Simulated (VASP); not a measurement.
The system is Li.

```
Li
1.0
    -1.75465    1.75465    1.75465
     1.75465   -1.75465    1.75465
     1.75465    1.75465   -1.75465
Li
1
Direct
  0.00000 0.00000 0.00000
```

* Program: VASP 6.6.1
* Task: single point
* Functional: PBE
* Potentials or basis: VASP PAW PBE potentials, release 64 (Li_sv)
* Cutoff: 520 eV
* k mesh: 11 × 11 × 11
* Occupations: fermi-dirac, width 0.05 eV
* Spin: no spin polarisation

On this cell: band gap on the k mesh none (metal or under the smearing width).

The same run follows on a disturbed copy (cell strained at random at fixed volume):

```
CELL_PARAMETERS angstrom
-1.73329 1.76667 1.73520
1.72839 -1.79094 1.75457
1.74318 1.80083 -1.75947
ATOMIC_POSITIONS crystal
Li 0.98842 0.00844 0.97647
```

**Question.** What changes?

**Answer.** The energy (extrapolated to zero smearing) moves by +0.2 meV/atom; band gap on the k mesh none (metal or under the smearing width).
